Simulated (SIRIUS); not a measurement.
# HgTe4: single point with PBE

The system is HgTe4.

```
Hg Te
1.0
     5.55102    0.00000    0.00000
     0.00000    5.55102    0.00000
     0.00000    0.00000    5.55102
Hg Te
1 4
Direct
  0.00000 0.00000 0.00000
  0.30207 0.69793 0.69793
  0.69793 0.30207 0.69793
  0.69793 0.69793 0.30207
  0.30207 0.30207 0.30207
```

The cell was built by a generator and needn't be a form met in nature.

- Program: SIRIUS 7.10.0
- Task: single point
- Functional: PBE
- Potentials or basis: PseudoDojo 0.4.1 PBE standard (scalar relativistic)
- Cutoff: 1102 eV
- Density cutoff: 4408 eV
- k mesh: 5 × 5 × 5
- Occupations: fermi-dirac, width 0.05 eV
- Spin: no spin polarisation
- Libxc names: ["XC_GGA_X_PBE", "XC_GGA_C_PBE"]
- Energy tol: 1e-08 Ha
- Density tol: 1e-06
- Mixer: anderson
- Mixing beta: 0.7
- Max scf: 100
- Radial cutoff for the potentials' integrals: 6.5 bohr

```
Pressure               : 0.1 GPa
Largest force          : 0.022 eV/Å
Band gap on the k mesh : none (metal or under the smearing width)
```

Forces on the atoms (eV/Å):
```
Hg   0.000  0.000  0.000
Te   0.013 -0.013 -0.013
Te  -0.013  0.013 -0.013
Te  -0.013 -0.013  0.013
Te   0.013  0.013  0.013
```

Levels at points of the mesh, in eV from the Fermi level:
| k point | band 39 | band 40 | band 41 | band 42 | band 43 | band 44 | band 45 | band 46 |
| --- | --- | --- | --- | --- | --- | --- | --- | --- |
| (0.00, 0.00, 0.00) | -2.22 | -0.32 | -0.32 | -0.32 | -0.23 | 0.89 | 0.89 | 0.89 |

It took 4 min on 1 thread of Arm Neoverse V2 (shared host), peak memory 0.83 GiB.

The run has no spin-orbit coupling, so splittings on Hg, Te are missing.
